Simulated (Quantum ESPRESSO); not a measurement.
KCl (Sylvite) under changes of volume

One of the cells (31.151 Å³/atom); the others are scaled copies at fixed shape and fractional positions:

```
CELL_PARAMETERS angstrom
0.00000 3.14647 3.14647
3.14647 0.00000 3.14647
3.14647 3.14647 0.00000
ATOMIC_POSITIONS crystal
K 0.00000 0.00000 0.00000
Cl 0.50000 0.50000 0.50000
```

```yaml
Program: Quantum ESPRESSO 7.5
Functional: rev-vdW-DF2
Potentials_or_basis: PseudoDojo 0.4.1 SR PBE standard
Cutoff: 1007 eV
Density_cutoff: 4027 eV
k_mesh: 7 × 7 × 7
Occupations: fermi-dirac, width 0.05 eV
Spin: no spin polarisation
```

```csv
volume (Å³/atom),energy over the lowest point (meV/atom),pressure (GPa),gap on the mesh (eV)
29.282,4.86,1.1,5.23
29.905,1.54,0.6,5.15
30.528,0.00,0.2,5.07
31.151,0.03,-0.2,5.00
31.774,?,?,?
32.397,4.14,-0.8,4.87
33.020,7.92,-1.1,4.81
```

**Question.** What does the run at 31.774 Å³/atom give?

**Answer.** Energy over the lowest point 1.47 meV/atom; pressure -0.5 GPa; gap on the mesh 4.94 eV.

Worked out: A Birch-Murnaghan fit of order 3 (a polynomial in V^(-2/3)) to the other rows has its minimum at 30.82 Å³/atom with B0 = V·E''(V) = 18.9 GPa and B' = 4.9. It gives 1.46 meV/atom at 31.774 Å³/atom, against the run's 1.47, and -dE/dV = -0.5 GPa, against -0.5. A straight line through the other rows of the gap, of slope -3.48 eV per unit of ln V (its deformation potential), gives 4.94 eV, against the run's 4.94.

Energies are extrapolated to zero smearing.

Caveats: the potentials were made for another functional, which shifts forces and pressure; an odd mesh through Γ misses points on the zone boundary, where band edges often lie (some runs).
